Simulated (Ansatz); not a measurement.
Relaxed bulk WS2:

```cif
data_structure
_symmetry_space_group_name_H-M 'P 1'
_symmetry_Int_Tables_number 1
_cell_length_a 3.1268
_cell_length_b 3.1268
_cell_length_c 12.1627
_cell_angle_alpha 90.000
_cell_angle_beta 90.000
_cell_angle_gamma 120.000
_cell_volume 102.98
loop_
_atom_site_label
_atom_site_type_symbol
_atom_site_fract_x
_atom_site_fract_y
_atom_site_fract_z
_atom_site_occupancy
W1 W 0.33333 0.66667 0.25000 1
W2 W 0.66667 0.33333 0.75000 1
S1 S 0.33333 0.66667 0.62158 1
S2 S 0.66667 0.33333 0.12158 1
S3 S 0.33333 0.66667 0.87842 1
S4 S 0.66667 0.33333 0.37842 1
```

Miller indices refer to the conventional cell of P6_3/mmc (No. 194), a = 3.127 Å, b = 3.127 Å, c = 12.163 Å, α = 90.00°, β = 90.00°, γ = 120.00°. The bulk's gap is 0.83 eV.

The (001) slab of 12 planes, 21.4 Å thick with 15 Å of vacuum as cut; outer planes S (top) and S (bottom).

Computed with Ansatz, DFT LDA, scalar-relativistic, plane waves, PAW. Plane waves to 420 eV, a k mesh through Γ of 9×9×1 on the computed 12-atom cell and Gaussian smearing (0.05 eV); no spin polarisation. The cell repeats along c with a dipole correction in the vacuum.

The surface energy is small: either the cut is weakly bound (this functional has no dispersion correction), or the bulk reference is not the lowest structure.

Results for the relaxed slab:

```json
{
  "Surface energy (mean of both faces)": "0.10 J/m²",
  "Gap of the slab on the mesh": "1.11 eV"
}
```

Relaxation lowers the energy by 0.000 J/m² a face; the largest move is 0.013 Å.

```tsv
plane (bottom to top)	atoms	spacing to next, bulk (Å)	relaxed (Å)	change (%)
1	S	1.562	1.559	-0.2
2	W	1.562	1.562	0.0
3	S	2.957	2.942	-0.5
4	S	1.562	1.562	0.0
5	W	1.562	1.562	0.0
6	S	2.957	2.966	+0.3
7	S	1.562	1.562	0.0
8	W	1.562	1.562	0.0
9	S	2.957	2.942	-0.5
10	S	1.562	1.562	0.0
11	W	1.562	1.559	-0.2
12	S
```

Spin-orbit coupling is left out, which matters for the bands of heavy elements. An odd mesh misses points on the zone edge, so a gap read on it can be too wide.

Cost: 4 runs of about 4.1 core-minutes in all, on Arm Neoverse N1 (shared hosts).